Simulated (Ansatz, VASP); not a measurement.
# One calculation of Ti, two programs

```xyz
1
Lattice="0.0000 2.0300 1.8778 2.0300 0.0000 1.8778 2.0300 2.0300 0.0000" Properties=species:S:1:pos:R:3 pbc="T T T"
Ti    0.0000    0.0000    0.0000
```

Change from the starting cell: strain -0.0750 x Voigt [0, 0, 1, 0, 0, 0], atoms carried along.

Alike in both runs: task single point; functional LDA; k mesh 20 × 20 × 20; occupations gaussian, width 0.15 eV; no spin polarisation.

```csv
,VASP,Ansatz
version,VASP 6.6.1,Ansatz 0.2.0
potentials or method,"VASP PAW LDA potentials, release 64 (Ti_sv)","scalar-relativistic, plane waves, PAW"
plane-wave cutoff (eV),520,420
valence electrons in the cell,12,12
```

Ansatz gave:

```
gap on the k mesh at the Fermi level (eV)       : none
pressure (GPa)                                  : 4.4
largest component of the traceless stress (GPa) : 1.54
```

Q: Estimate VASP's values.

A: gap on the k mesh at the Fermi level (eV): none; pressure (GPa): 4.2; largest component of the traceless stress (GPa): 1.55.

A gap of «none» marks a metal or a gap that the smearing closes.
